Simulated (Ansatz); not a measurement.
**ZnS: stress in a strained cell**

Aim: deform ZnS (zz strain of -1 %) and compute stress, forces and field gradients with LAPW, PAW and all-electron datasets made for the crystal.

Program: Ansatz 0.2.0. Level of theory: DFT PBEsol, scalar-relativistic. These are calculated values, not measurements.

## Step 1: The structure to begin with

It takes space group P6_3mc (No. 186, hexagonal). Conventional cell: a = 3.811 Å, b = 3.811 Å, c = 6.234 Å, α = 90.00°, β = 90.00°, γ = 120.00°. Zn (site symmetry 3m) is surrounded by 4 S at 2.31 to 2.40 Å. S (site symmetry 3m) has 4 Zn at 2.31 to 2.40 Å in its first shell of neighbours.

As a file:

```xyz
4
Lattice="3.8110 0.0000 0.0000 -1.9055 3.3004 0.0000 0.0000 0.0000 6.2340" Properties=species:S:1:pos:R:3 pbc="T T T"
Zn    0.0000    2.2003    0.0000
Zn    1.9055    1.1001    3.1170
S     0.0000    2.2003    2.4001
S     1.9055    1.1001    5.5171
```

Atoms are numbered in the order of the input: Zn1, Zn2, S3, S4.

## Step 2: The deformed structure

Space group P6_3mc before, P6_3mc after.

## Step 3: LAPW, all electrons

Contents of input.yaml:

```yaml
crystal:
  lattice:
    - [3.8109987816, 0.0, 0.0]
    - [-1.9054993908, 3.3004217586, 0.0]
    - [0.0, 0.0, 6.17166]
  atoms:
    - { symbol: Zn, position: [0.3333333333, 0.6666666667, 0.0] }
    - { symbol: Zn, position: [0.6666666667, 0.3333333333, 0.5] }
    - { symbol: S, position: [0.3333333333, 0.6666666667, 0.385] }
    - { symbol: S, position: [0.6666666667, 0.3333333333, 0.885] }
kpoints:
  mp_grid: { grid: [8, 8, 5] }
  band_path:
    path:
      - [0.0, 0.0, 0.0]
      - [0.5, 0.0, 0.0]
      - [0.3333333333, 0.3333333333, 0.0]
      - [0.0, 0.0, 0.0]
      - [0.0, 0.0, 0.5]
      - [0.5, 0.0, 0.5]
      - [0.3333333333, 0.3333333333, 0.5]
      - [0.0, 0.0, 0.5]
      - [0.5, 0.0, 0.5]
    npoints: 5
scf:
  occupations: { method: fermi_dirac, width: 0.03 }
hamiltonian:
  xc: pbesol
  pseudopotentials: { kind: all_electron, lapw: { basis_error: 0.001 } }
output:
  forces: true
  stress: true
  eigenvalues: true
```

Launch:

```bash
ansatz run input.yaml --threads 1 --pin off --max-ram 4096MiB --backend cpu --events-out ev --progress --plain --runs-dir out
```

Standard output (excerpt; [...] marks lines left out):

```text
LAPW: plane waves up to 8.713 Å⁻¹, error target 1.0e-3 eV per atom; small_component_spin mean_spin; S in spheres of 1.027 Å, 14 of its electrons in bands, Dirac shells []; Zn in spheres of 1.285 Å, 20 of its electrons in bands, Dirac shells []
[...]
Pseudopotentials: kind: all_electron
Pseudopotential: Zn, LAPW, valence charge 20, Koelling and Harmon's equation, gaussian nucleus
Pseudopotential: S, LAPW, valence charge 14, Koelling and Harmon's equation, gaussian nucleus
Functional definition: PBEsol
[...]
Crystal: 4 atoms, lattice volume = 77.627 Å³
Basis set: ecut = 289.2629318696085 eV, 845 PW (Γ), exchange–correlation at level 2
Bands: 41, of which v1, the nominal top of the filled ones, is band 34 counted from 1 (33 counted from 0)
Symmetry: 12 space group operations
Space group: P63mc (ITA 186), of the structure as read, at distance tolerance 4.3e-5 Å
k-points: 30 of 320 (time reversal used)
[...]
SCF iter   1: F=—  HF=-119364.955072 eV  |F-HF|=—  |Δ(HF+E_count)|=         —  Δρ=3.91e-2  dr2=1.86e0  ethr=2.73e-3  ⟨swp⟩=2.0  Hψ=8324  notcnv=0
[...]
the basis was enlarged: its passes take 289.0 KiB over the memory plan, 1 of 1 planned eigensolver slots
[...]
SCF iter   9: F=-119364.114477 eV  HF=-119364.114477 eV  |F-HF|=4.68e-8  |Δ(HF+E_count)|=   2.32e-7  Δρ=4.41e-6  dr2=2.00e-8  ethr=9.27e-10  ⟨swp⟩=3.0  Hψ=3589  notcnv=0
[...]
NSCF: frozen V_eff on 41 k-points
SCF converged after 9 iterations
Free energy (F): -119364.114477 eV
[...]
E sigma→0 (E₀):  -119364.114477 eV
Fermi energy:    8.548852 eV
[...]
--- Forces (eV/Å), atoms counted from 1 ---
  atom   1  Zn    -0.00000000    -0.00000000     0.26730469
  atom   2  Zn     0.00000000     0.00000000     0.26730469
  atom   3  S     -0.00000000    -0.00000000    -0.26730557
  atom   4  S     -0.00000000     0.00000000    -0.26730557
[...]
--- Stress (GPa, compression-positive) ---
       -0.390466      -0.000000      -0.000000
        0.000000      -0.390466       0.000000
       -0.000000       0.000000      -1.048180
  P = ⅓ Tr σ = -0.6097 GPa (-6.097 kbar)
--- Band table (eV; the first three rows and the last of 30) ---
[...]
```

Wall time 55 s (1 thread of Arm Neoverse V2, shared host); peak memory 0.39 GiB.

Result: pressure -0.61 GPa; gap 2.14 eV, direct at Γ; largest force 0.267 eV/Å.

## Step 4: PAW on the default files

Contents of input.yaml:

```yaml
crystal:
  lattice:
    - [3.8109987816, 0.0, 0.0]
    - [-1.9054993908, 3.3004217586, 0.0]
    - [0.0, 0.0, 6.17166]
  atoms:
    - { symbol: Zn, position: [0.3333333333, 0.6666666667, 0.0] }
    - { symbol: Zn, position: [0.6666666667, 0.3333333333, 0.5] }
    - { symbol: S, position: [0.3333333333, 0.6666666667, 0.385] }
    - { symbol: S, position: [0.6666666667, 0.3333333333, 0.885] }
kpoints:
  mp_grid: { grid: [8, 8, 5] }
scf:
  occupations: { method: fermi_dirac, width: 0.03 }
hamiltonian:
  xc: pbesol
  pseudopotentials: { kind: paw }
output:
  forces: true
  stress: true
  eigenvalues: true
  efg: { contact_densities: true }
```

Launch:

```bash
ansatz run input.yaml --threads 1 --pin off --max-ram 4096MiB --backend cpu --events-out ev --progress --plain --runs-dir out
```

Standard output:

```text
Engine: ansatz 0.2.0
Pseudopotentials: kind: paw
Pseudopotential: Zn, paw, valence charge 12, recommended cutoff 420 eV (normal)
Pseudopotential: S, paw, valence charge 6, recommended cutoff 420 eV (normal)
[... 1 set-up line as earlier in the session ...]
  exchange = pbesol_x
  correlation = pbesol_c
Crystal: 4 atoms, lattice volume = 77.627 Å³
Basis set: ecut = 420 eV, 1521 PW (Γ), exchange–correlation on 54×54×90 points (8 copies of the dense FFT grid, shifted against one another)
Bands: 22, of which v1, the nominal top of the filled ones, is band 18 counted from 1 (17 counted from 0)
[... 2 set-up lines as earlier in the session ...]
k-points: 30 of 320 (time reversal used)
Non-local potential: Zn, projectors of the file, l = 0: 2, l = 1: 2, l = 2: 3, l = 3: 1
Non-local potential: S, projectors of the file, l = 0: 2, l = 1: 2, l = 2: 2
PAW form: soft (Blöchl's): semilocal exchange-correlation on the pseudo side does not see the compensation charge
PAW frozen core: Zn, regenerated for the run's functional, and the local potential with it (the file was generated under x = pbe(κ = 0.804, μ = 0.2195149727645171), c = pbe(β = 0.06672455060314922))
PAW frozen core: S, regenerated for the run's functional, and the local potential with it (the file was generated under x = pbe(κ = 0.804, μ = 0.2195149727645171), c = pbe(β = 0.06672455060314922))
PAW one-centre angular grid: Zn, 590 points (default); XC on 64 Gauss nodes
PAW one-centre angular grid: S, 110 points (default); XC on 64 Gauss nodes
Initial density: superposition of atomic densities (neutral atoms: chi_scale 0, normalization atom), corrected by the library's trained network
Initial wavefunctions: pseudopotential atomic-orbital guess
Functional: x = pbesol(κ = 0.804, μ = 0.12345679012345678), c = pbesol(β = 0.046)
SCF iter   1: F=—  HF=-8334.859585 eV  |F-HF|=—  |Δ(HF+E_count)|=         —  Δρ=5.40e-3  dr2=2.55e-2  ethr=1.77e-3  ⟨swp⟩=6.1  Hψ=3237  notcnv=0
preconditioner: auto → Resta (q_TF=auto, 2.400 Å⁻¹)  ε∞=6.7  [insulator: Δε(μ)=2.088 eV  Ē_g=10.600 eV  σ=0.030 eV  W_gap=1.00  n_scr=22 (ndim 8)  ℏωp=25.3 eV  f_vac=0.040  D(μ)=0.00/eV (n_scr^D=0)  ε∞_Penn≈6.7]
SCF iter   2: F=—  HF=-8334.853087 eV  |F-HF|=—  |Δ(HF+E_count)|=   6.50e-3  Δρ=2.00e-3  dr2=5.32e-3  ethr=7.07e-5  ⟨swp⟩=2.6  Hψ=1487  notcnv=0
SCF iter   3: F=—  HF=-8334.852109 eV  |F-HF|=—  |Δ(HF+E_count)|=   9.78e-4  Δρ=1.53e-3  dr2=1.21e-3  ethr=1.48e-5  ⟨swp⟩=2.0  Hψ=1278  notcnv=0
SCF iter   4: F=—  HF=-8334.851641 eV  |F-HF|=—  |Δ(HF+E_count)|=   4.68e-4  Δρ=3.84e-4  dr2=1.16e-4  ethr=3.36e-6  ⟨swp⟩=2.1  Hψ=1070  notcnv=0
SCF iter   5: F=—  HF=-8334.851697 eV  |F-HF|=—  |Δ(HF+E_count)|=   5.60e-5  Δρ=8.32e-5  dr2=8.66e-6  ethr=3.22e-7  ⟨swp⟩=3.0  Hψ=1245  notcnv=0
SCF iter   6: F=—  HF=-8334.851673 eV  |F-HF|=—  |Δ(HF+E_count)|=   2.41e-5  Δρ=4.07e-5  dr2=1.11e-6  ethr=2.41e-8  ⟨swp⟩=2.0  Hψ=1200  notcnv=0
SCF iter   7: F=-8334.851674 eV  HF=-8334.851674 eV  |F-HF|=6.86e-8  |Δ(HF+E_count)|=   1.01e-6  Δρ=7.28e-6  dr2=4.96e-8  ethr=2.78e-10  ⟨swp⟩=3.2  Hψ=2996  notcnv=0
SCF 1 converged in 7 iterations: F = -8334.851674 eV  dr2 = 4.96e-8
SCF converged after 7 iterations
Free energy (F): -8334.851674 eV
Harris-Foulkes:  -8334.851674 eV  (|F-HF|=6.86e-8)
Internal energy: -8334.851674 eV  (E = F + TS)
E sigma→0 (E₀):  -8334.851674 eV
Fermi energy:    6.995089 eV
--- Per-component energies (eV) ---
  E_band       = 11.052026
  E_kinetic    = 476.874780
  E_local      = -4069.491538  (includes V_loc(G=0)·N_el)
  E_nonlocal   = 1287.990725
  E_hartree    = 1699.207942
  E_xc         = -463.975218
  E_vxc        = -280.300898  (∫ρ·V_xc dr)
  E_paw        = -4750.373925  (= ΣΔE_a)
  E_vpaw       = -802.445444  (= ΣTr[D̂ρ^β])
  E_aug_tail   = -0.000746  (compensation charges beyond the density's cutoff)
  E_ewald      = -2516.802301
  E_core_change = 1.718608  (= ΣΔE_core)
  E_smearing   = -0.000000  (= −TS)
  E_closure    = -0.000000  (closes the sum)
  Σ components = -8334.851674   (vs F -8334.851674, Δ=0.00e0)
--- Forces (eV/Å), atoms counted from 1 ---
  atom   1  Zn     0.00000000     0.00000000     0.26743310
  atom   2  Zn     0.00000000    -0.00000000     0.26743310
  atom   3  S     -0.00000000     0.00000000    -0.26742125
  atom   4  S     -0.00000000    -0.00000000    -0.26742125
  max |Σ_I F_I| component: 2.37e-5 eV/Å
--- Stress (GPa, compression-positive) ---
       -0.396350       0.000000      -0.000000
        0.000000      -0.396350       0.000000
       -0.000000       0.000000      -1.055726
  P = ⅓ Tr σ = -0.6161 GPa (-6.161 kbar)
--- PAW observables at the nuclei: V_zz in 10²¹ V/m², potentials from the cell's mean, atoms counted from 1 ---
  atom   1  Zn V_zz =    +1.386005   η = 0.0000   by run symmetry: allowed
            electrostatic potential = -3941.633835 V   contact ρ = 166267.813669 e/Å³
  atom   2  Zn V_zz =    +1.386005   η = 0.0000   by run symmetry: allowed
            electrostatic potential = -3941.633835 V   contact ρ = 166267.813669 e/Å³
  atom   3  S  V_zz =    -0.745999   η = 0.0000   by run symmetry: allowed
            electrostatic potential = -1633.015904 V   contact ρ = 19697.938494 e/Å³
  atom   4  S  V_zz =    -0.745999   η = 0.0000   by run symmetry: allowed
            electrostatic potential = -1633.015904 V   contact ρ = 19697.938494 e/Å³
--- Band table (eV; the first three rows and the last of 30) ---
  k-point 0: bands = ["-7.3787", "-6.3929", "-0.5410", "-0.5410", "-0.4743", "-0.4741", "-0.4741", "-0.0570", "-0.0570", "0.0296", "0.0296", "0.1966", "0.5919", "4.9748", "4.9748", "5.8764", "5.8764", "5.9187", "8.0574", "8.7185", "12.0235", "12.0235"]
  k-point 1: bands = ["-7.2982", "-6.5041", "-0.5374", "-0.5374", "-0.4833", "-0.4833", "-0.4818", "-0.1688", "-0.0464", "-0.0464", "0.0236", "0.0236", "1.2927", "5.0544", "5.0544", "5.1249", "5.7829", "5.7829", "8.7271", "8.8319", "12.0756", "12.0756"]
  k-point 2: bands = ["-7.0761", "-6.7749", "-0.5251", "-0.5251", "-0.5045", "-0.5045", "-0.4817", "-0.4088", "-0.0212", "-0.0212", "0.0055", "0.0055", "2.4435", "3.7806", "5.2685", "5.2685", "5.5462", "5.5462", "9.1320", "9.3254", "12.2090", "12.2824"]
  k-point 29: bands = ["-6.1799", "-6.1332", "-0.4178", "-0.3719", "-0.3568", "-0.2870", "-0.1777", "-0.1761", "-0.0441", "-0.0414", "0.2632", "0.3106", "0.9899", "1.1253", "2.6266", "3.1325", "4.3962", "4.6390", "10.2631", "10.6033", "11.8118", "12.2051"]
```

It took 5.8 s on 1 thread of Arm Neoverse V2, shared host; peak memory 0.34 GiB.

This run gives: pressure -0.62 GPa; gap on the k mesh 2.14 eV; largest force 0.267 eV/Å; Vzz Zn1 1.39 (η = 0.00), S3 -0.75 (η = 0.00) (10²¹ V/m²).

## Step 5: Datasets made for this crystal

input.yaml, as its differences from that of step 4:

```diff
@@ -16,3 +16,3 @@
   xc: pbesol
-  pseudopotentials: { kind: paw }
+  pseudopotentials: { kind: all_electron, datasets: crystal }
 output:
```

Launch:

```bash
ansatz run input.yaml --threads 1 --pin off --max-ram 4096MiB --backend cpu --events-out ev --progress --plain --runs-dir out
```

Standard output:

```text
hamiltonian.pseudopotentials.datasets: crystal makes datasets for this crystal and solves the spheres of its atoms anew in each pass: cutoff 300.0 eV, the density's 1200.0 eV; for an error of 0.50 meV an atom under PBE, 2.0 meV for the cell; an energy difference from a run of another recipe may be off by several times the error for the cell, under r2SCAN by more, where some 0.1 meV an atom stays at smaller errors; S in spheres of 1.048 Å, 6 of its electrons in bands; Zn in spheres of 1.259 Å, 12 of its electrons in bands, 8 on its site; only band paths and densities of states list, in semicore columns, the levels of the semicore shells that are solved separately: 3s of Zn, 3p of Zn
[... 2 set-up lines as earlier in the session ...]
Pseudopotential: Zn, paw, valence charge 20, recommended cutoff 300 eV (normal), Koelling and Harmon's equation, gaussian nucleus
Pseudopotential: S, paw, valence charge 6, recommended cutoff 300 eV (normal), Koelling and Harmon's equation, gaussian nucleus
[... 3 set-up lines as earlier in the session ...]
Crystal: 4 atoms, lattice volume = 77.627 Å³
Basis set: ecut = 300 eV, 941 PW (Γ), exchange–correlation on 48×48×72 points (8 copies of the dense FFT grid, shifted against one another)
Bands: 22, of which v1, the nominal top of the filled ones, is band 18 counted from 1 (17 counted from 0)
[... 2 set-up lines as earlier in the session ...]
k-points: 30 of 320 (time reversal used)
Non-local potential: Zn, projectors of the file, l = 0: 1, l = 1: 1, l = 2: 2
Non-local potential: S, projectors of the file, l = 0: 1, l = 1: 1, l = 2: 2
[... 1 set-up line as earlier in the session ...]
PAW one-centre angular grid: Zn, 590 points (default); XC on its mesh's 1895 points in the sphere
PAW one-centre angular grid: S, 110 points (default); XC on its mesh's 1899 points in the sphere
Initial density: superposition of atomic densities (neutral atoms: chi_scale 0, normalization atom)
[... 2 set-up lines as earlier in the session ...]
iter 1 solved again at ethr=6.60e-3 eV; its pass at ethr=1.00e-1 eV (dr2=2.38e0 eV) is discarded
SCF iter   1: F=—  HF=-119364.757267 eV  |F-HF|=—  |Δ(HF+E_count)|=         —  Δρ=4.28e-2  dr2=2.26e0  ethr=6.60e-3  ⟨swp⟩=2.6  Hψ=3366  notcnv=0
preconditioner: auto → Resta (q_TF=auto, 2.400 Å⁻¹)  ε∞=7.4  [insulator: Δε(μ)=2.341 eV  Ē_g=10.018 eV  σ=0.030 eV  W_gap=1.00  n_scr=22 (ndim 8)  ℏωp=25.3 eV  f_vac=0.007  D(μ)=0.00/eV (n_scr^D=0)  ε∞_Penn≈7.4]
SCF iter   2: F=—  HF=-119364.238394 eV  |F-HF|=—  |Δ(HF+E_count)|=   5.19e-1  Δρ=2.05e-2  dr2=3.96e-1  ethr=6.29e-3  ⟨swp⟩=3.0  Hψ=1529  notcnv=0  defer=1
SCF iter   3: F=—  HF=-119364.189147 eV  |F-HF|=—  |Δ(HF+E_count)|=   4.92e-2  Δρ=1.26e-2  dr2=1.23e-1  ethr=1.10e-3  ⟨swp⟩=3.4  Hψ=1871  notcnv=0  defer=3
iter 4 solved again at ethr=2.61e-5 eV; its pass at ethr=3.42e-4 eV (dr2=9.41e-3 eV) is discarded
SCF iter   4: F=—  HF=-119364.113471 eV  |F-HF|=—  |Δ(HF+E_count)|=   7.57e-2  Δρ=4.27e-3  dr2=9.41e-3  ethr=2.61e-5  ⟨swp⟩=2.1  Hψ=3395  notcnv=0  defer=3
SCF iter   5: F=—  HF=-119364.113238 eV  |F-HF|=—  |Δ(HF+E_count)|=   2.33e-4  Δρ=1.48e-3  dr2=1.55e-3  ethr=2.61e-5  ⟨swp⟩=2.1  Hψ=1322  notcnv=0  defer=3
SCF iter   6: F=—  HF=-119364.115810 eV  |F-HF|=—  |Δ(HF+E_count)|=   2.57e-3  Δρ=3.38e-4  dr2=1.26e-4  ethr=4.31e-6  ⟨swp⟩=3.1  Hψ=1539  notcnv=0  defer=2
SCF iter   7: F=—  HF=-119364.115867 eV  |F-HF|=—  |Δ(HF+E_count)|=   5.70e-5  Δρ=1.34e-4  dr2=2.39e-5  ethr=3.51e-7  ⟨swp⟩=3.0  Hψ=1336  notcnv=0  defer=1
SCF iter   8: F=—  HF=-119364.115898 eV  |F-HF|=—  |Δ(HF+E_count)|=   3.09e-5  Δρ=3.93e-5  dr2=1.15e-6  ethr=6.63e-8  ⟨swp⟩=3.0  Hψ=1510  notcnv=0  defer=1
SCF iter   9: F=—  HF=-119364.115900 eV  |F-HF|=—  |Δ(HF+E_count)|=   1.68e-6  Δρ=1.07e-5  dr2=1.12e-7  ethr=3.19e-9  ⟨swp⟩=3.0  Hψ=1511  notcnv=0
SCF iter  10: F=-119364.115900 eV  HF=-119364.115900 eV  |F-HF|=1.96e-9  |Δ(HF+E_count)|=   4.76e-8  Δρ=2.90e-6  dr2=7.07e-9  ethr=3.10e-10  ⟨swp⟩=3.0  Hψ=1709  notcnv=0
SCF 1 converged in 10 iterations: F = -119364.115897 eV  dr2 = 7.07e-9
  Residual-converged pass: ⟨swp⟩=3.0  Hψ=1368  notcnv=0  max |occ|·‖R‖ = 6.6e-6 eV (tolerance 6.7e-6 eV)  dr2=7.13e-9  dr2_onsite=9.37e-9  max |Δocc| = 3.9e-21
SCF converged after 10 iterations
Free energy (F): -119364.115897 eV
Harris-Foulkes:  -119364.115897 eV  (|F-HF|=1.96e-9)
Internal energy: -119364.115897 eV  (E = F + TS)
E sigma→0 (E₀):  -119364.115897 eV
Past the cutoff: the bands carry plane waves up to 1.75 times it, of which those up to 1.5 times it add -0.000176 eV an atom, each by itself; the spheres take 0.000230 eV an atom off the energy for waves past 1.75 times it
By the cutoff:   a pressure is off by up to 0.007 GPa (1.2 times the spheres' own share and the shells' term, over an atom's volume, and 0.004 GPa: a bound that held against runs at twice the plane waves)
Past the cutoffs: a stress includes 0.0018 GPa for waves and charges beyond them, in addition to the slope of what the spheres take
In the spheres:  the bands' charges fall short by 2.1e-6 e at most (sound up to 1e-3), those of shells solved beside the bands by 1.5e-8 e (sound up to 5e-4)
Fermi energy:    8.548824 eV
--- Per-component energies (eV) ---
  The terms above E_closure are by the made datasets' own strengths, without shells solved beside the bands.
--- Forces (eV/Å), atoms counted from 1 ---
  atom   1  Zn     0.00000000     0.00000000     0.26733294
  atom   2  Zn     0.00000000    -0.00000000     0.26733294
  atom   3  S     -0.00000000     0.00000000    -0.26733443
  atom   4  S     -0.00000000    -0.00000000    -0.26733443
  max |Σ_I F_I| component: 2.98e-6 eV/Å
--- Stress (GPa, compression-positive) ---
       -0.393784       0.000000      -0.000000
        0.000000      -0.393784       0.000000
       -0.000000       0.000000      -1.051633
  P = ⅓ Tr σ = -0.6131 GPa (-6.131 kbar)
  It holds what live shells' own plane waves past their cutoff add
--- PAW observables at the nuclei: V_zz in 10²¹ V/m², potentials from the cell's mean, atoms counted from 1 ---
  atom   1  Zn V_zz =    +1.382451   η = 0.0000   by run symmetry: allowed
            electrostatic potential = -3939.952737 V   contact ρ = 166337.639834 e/Å³
  atom   2  Zn V_zz =    +1.382451   η = 0.0000   by run symmetry: allowed
            electrostatic potential = -3939.952737 V   contact ρ = 166337.639834 e/Å³
  atom   3  S  V_zz =    -0.738751   η = 0.0000   by run symmetry: allowed
            electrostatic potential = -1631.531033 V   contact ρ = 19715.870254 e/Å³
  atom   4  S  V_zz =    -0.738751   η = 0.0000   by run symmetry: allowed
            electrostatic potential = -1631.531033 V   contact ρ = 19715.870254 e/Å³
--- Band table (eV; the first three rows and the last of 30) ---
  k-point 0: bands = ["-5.8240", "-4.8390", "1.0119", "1.0119", "1.0787", "1.0788", "1.0788", "1.4956", "1.4956", "1.5822", "1.5822", "1.7501", "2.1465", "6.5276", "6.5276", "7.4283", "7.4283", "7.4708", "9.6129", "10.2738"]
  k-point 1: bands = ["-5.7435", "-4.9500", "1.0156", "1.0156", "1.0696", "1.0696", "1.0712", "1.3848", "1.5061", "1.5061", "1.5762", "1.5762", "2.8469", "6.6071", "6.6071", "6.6774", "7.3349", "7.3349", "10.2823", "10.3872"]
  k-point 2: bands = ["-5.5214", "-5.2204", "1.0278", "1.0278", "1.0484", "1.0484", "1.0715", "1.1446", "1.5313", "1.5313", "1.5581", "1.5581", "3.9971", "5.3337", "6.8211", "6.8211", "7.0985", "7.0985", "10.6875", "10.8809"]
  k-point 29: bands = ["-4.6259", "-4.5793", "1.1352", "1.1811", "1.1962", "1.2661", "1.3754", "1.3770", "1.5085", "1.5112", "1.8164", "1.8638", "2.5443", "2.6796", "4.1810", "4.6866", "5.9499", "6.1926", "11.8173", "12.1576"]
```

Wall time 17 s (1 thread of Arm Neoverse V2, shared host); peak memory 0.63 GiB.

Result: pressure -0.61 GPa; gap on the k mesh 2.14 eV; largest force 0.267 eV/Å; Vzz Zn1 1.38 (η = 0.00), S3 -0.74 (η = 0.00) (10²¹ V/m²).

## Step 6: Side by side

Stress (GPa, compression positive):

| method | xx | yy | zz | yz | xz | xy |
| --- | --- | --- | --- | --- | --- | --- |
| LAPW | -0.39 | -0.39 | -1.05 | 0.00 | 0.00 | 0.00 |
| PAW | -0.40 | -0.40 | -1.06 | 0.00 | 0.00 | 0.00 |
| crystal datasets | -0.39 | -0.39 | -1.05 | 0.00 | 0.00 | 0.00 |

Forces (eV/Å):

| atom | LAPW x | LAPW y | LAPW z | PAW x | PAW y | PAW z | crystal datasets x | crystal datasets y | crystal datasets z |
| --- | --- | --- | --- | --- | --- | --- | --- | --- | --- |
| Zn1 | 0.000 | 0.000 | 0.267 | 0.000 | 0.000 | 0.267 | 0.000 | 0.000 | 0.267 |
| Zn2 | 0.000 | 0.000 | 0.267 | 0.000 | 0.000 | 0.267 | 0.000 | 0.000 | 0.267 |
| S3 | 0.000 | 0.000 | -0.267 | 0.000 | 0.000 | -0.267 | 0.000 | 0.000 | -0.267 |
| S4 | 0.000 | 0.000 | -0.267 | 0.000 | 0.000 | -0.267 | 0.000 | 0.000 | -0.267 |

```
          method  pressure (GPa)  gap on the k mesh (eV)  largest force (eV/Å)  Vzz Zn1 (10²¹ V/m²)  Vzz S3 (10²¹ V/m²)  SCF cycles, by the record's count
            LAPW           -0.61                    2.14                 0.267                    –                   –                                  9
             PAW           -0.62                    2.14                 0.267                 1.39               -0.75                                  7
crystal datasets           -0.61                    2.14                 0.267                 1.38               -0.74                                 10
```

## Step 7: What came out

```
                                 quantity                                              value
                                 pressure  LAPW -0.61, PAW -0.62, crystal datasets -0.61 GPa
largest shear or deviatoric stress (LAPW)                                           0.44 GPa
```

What this shows: The largest part of the stress beyond the pressure is 0.44 GPa in size, in the zz component; the atoms are carried along and not relaxed. No run of the undeformed cell stands beside it, so pressure and stress hold what the given cell had before the change, as far as its symmetry allows. PAW: stress within 0.01 GPa of LAPW, forces within 1 meV/Å. Crystal datasets: stress within 0.01 GPa of LAPW, forces within 1 meV/Å.
